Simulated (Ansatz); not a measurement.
## ZrB$_{2}$: computed properties

Computed with Ansatz, DFT PBEsol, scalar-relativistic, plane waves, PAW.

Cutoff 420 eV; k points 18×18×12 on the computed 3-atom cell (Γ-centred); Gaussian smearing, width 0.10 eV; no spin polarisation.

The structure is relaxed at this level of theory with its symmetry kept. Whether it is the stable form of this composition wasn't checked.

```cif
data_structure
_symmetry_space_group_name_H-M 'P6/mmm'
_symmetry_Int_Tables_number 191
_cell_length_a 3.1549
_cell_length_b 3.1549
_cell_length_c 3.5068
_cell_angle_alpha 90.000
_cell_angle_beta 90.000
_cell_angle_gamma 120.000
_cell_volume 30.23
loop_
_atom_site_label
_atom_site_type_symbol
_atom_site_symmetry_multiplicity
_atom_site_Wyckoff_symbol
_atom_site_fract_x
_atom_site_fract_y
_atom_site_fract_z
_atom_site_occupancy
Zr1 Zr 1 a 0.00000 0.00000 0.00000 1
B1 B 2 d 0.33333 0.66667 0.50000 1
```

- Space group: P6/mmm (No. 191)
- Volume per atom: 10.08 Å³
- Formation energy from the elements' standard states (uncorrected): -1.083 eV/atom
- Kohn–Sham band gap: none (metal)
- Density of states at the Fermi level: 0.28 states/eV per cell
- Löwdin character within 0.5 eV of the Fermi level: Zr 4d 72 %, B 2p 25 %
- Bulk modulus: 250 GPa
- Its pressure derivative: 3.9
- Bader charges (e): Zr (1 in the cell) 1.51, B (2 in the cell) -0.76